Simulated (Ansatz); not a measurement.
**From a trial cell to the properties of Ga (bcc)**

The computed numbers are results of PBE, scalar-relativistic (no spin polarisation) in the plane-wave PAW code Ansatz at 420 eV, Γ-centred 18×18×18 mesh, 0.05 eV Gaussian smearing. The datasets are Ansatz's generated set soft_2.

At room temperature and ambient pressure Ga takes another structure.

The first cell:

```xyz
1
Lattice="-1.6984 1.6984 1.6984 1.6984 -1.6984 1.6984 1.6984 1.6984 -1.6984" Properties=species:S:1:pos:R:3 pbc="T T T"
Ga    0.0000    0.0000    0.0000
```

The first steps of the search for zero pressure:

| run | level | k-mesh | kind | V (Å³/atom) | P (GPa) | gap on the mesh (eV) |
| --- | --- | --- | --- | --- | --- | --- |
| 1 | PBE | 18×18×18 | fixed cell | 19.59 | -0.9 | metal |

Question: At which volume does PBE reach zero pressure?

Answer: 19.19 Å³/atom, about 2.1 % under the start.

The steps that followed:

| run | level | k-mesh | kind | V (Å³/atom) | P (GPa) | E − E(final) (meV/atom) | gap on the mesh (eV) |
| --- | --- | --- | --- | --- | --- | --- | --- |
| 2 | PBE | 18×18×18 | fixed cell | 19.47 | -0.7 | 0.6 | metal |
| 3 | PBE | 18×18×18 | fixed cell | 19.19 | 0.0 | 0.0 | metal |

The cell is relaxed to zero pressure at this level.

The final structure (symmetry read at 0.01 Å). It takes space group Im-3m (No. 229, cubic). The conventional cell has a = 3.373 Å, b = 3.373 Å, c = 3.373 Å, α = 90.00°, β = 90.00°, γ = 90.00°. Ga (site symmetry m-3m) is surrounded by 8 Ga at 2.92 Å. (Neighbours are counted to 15 % beyond the shortest distance.)

- At the final geometry the gap, band path included, is zero (metallic).

**What lies behind the numbers.**

With 13 valence electrons in the calculation's cell and no magnetic order, the bands, two electrons each, can't all be full or empty: band theory demands a metal.
